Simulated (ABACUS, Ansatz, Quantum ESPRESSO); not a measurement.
One calculation of SnTe, 3 ways

```
CELL_PARAMETERS angstrom
0.00000 3.15085 3.15085
3.15085 0.00000 3.15085
3.15085 3.15085 0.00000
ATOMIC_POSITIONS crystal
Te 0.50000 0.50000 0.50000
Sn 0.00000 0.00000 0.00000
```

Alike in all runs: task single point; functional PBE; k mesh 6 × 6 × 6; occupations fermi-dirac, width 0.05 eV; no spin polarisation; no spin-orbit coupling. Pressure is positive in compression and, in plane waves, holds the error of the finite cutoff, which Ansatz's Pulay term estimates and takes out.

```tsv
program and potentials	plane-wave cutoff (eV)	notes	band gap (eV)	pressure (GPa)
Ansatz, PAW datasets made for the crystal	240	10 valence electrons an atom on average	0.10	2.29
Quantum ESPRESSO, SG15 PBE 1.2	952	15 valence electrons an atom on average	0.10	2.35
ABACUS, SPMS ONCV 1.0 PBE, plane waves	1129	15 valence electrons an atom on average	0.10	2.34
```

All agree on the band gap. The pressure spans 2.29 (Ansatz, PAW datasets made for the crystal) to 2.35 GPa (Quantum ESPRESSO, SG15 PBE 1.2). Spin-orbit coupling, left out here, moves the band edges of heavy atoms.

Differences between rows come from potentials, basis sets and numerical settings, since the functional is the same but for its coding. Runs on potential files found faulty are left out.
